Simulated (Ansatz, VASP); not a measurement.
# Two plane-wave programs on N

```xyz
4
Lattice="4.0005 0.0000 0.0000 -2.0003 3.4646 0.0000 0.0000 0.0000 7.2862" Properties=species:S:1:pos:R:3 pbc="T T T"
N     0.0000    2.3097    2.3967
N     0.0000    2.3097    1.2465
N     2.0003    1.1549    6.0398
N     2.0003    1.1549    4.8896
```

Change from the starting cell: strain -0.040 along x and y, +0.040 along z, atoms carried along.

Alike in both runs: task single point; functional PBEsol; k mesh 6 × 6 × 4; occupations gaussian, width 0.05 eV; no spin polarisation.

|  | VASP | Ansatz |
| --- | --- | --- |
| version | VASP 6.6.1 | Ansatz 0.2.0 |
| potentials or method | VASP PAW PBE potentials, release 64 (N) | scalar-relativistic, plane waves, PAW |
| plane-wave cutoff (eV) | 520 | 420 |
| valence electrons in the cell | 20 | 20 |

|  | VASP | Ansatz | Ansatz less VASP |
| --- | --- | --- | --- |
| gap on the k mesh at the Fermi level (eV) | 6.52 | 6.56 | +0.040 |
| least direct gap on the mesh (eV) | 6.74 | 6.77 | +0.039 |
| pressure (GPa) | -6.1 | -7.1 | -0.98 |
| largest component of the traceless stress (GPa) | 12.36 | 14.57 | +2.214 |
| rms of the force components (eV/Å) | 2.927 | 3.462 | +0.5349 |

Atom by atom the forces differ by 0.535 eV/Å (rms over components). With one functional, cell and mesh, what is left measures potentials, basis and numerics.

Caveats: the standard files for N, O and F lose accuracy on very short bonds; the PAW data sets were made with another functional, which shifts forces and pressure a little (VASP). A k mesh can miss the band edges.
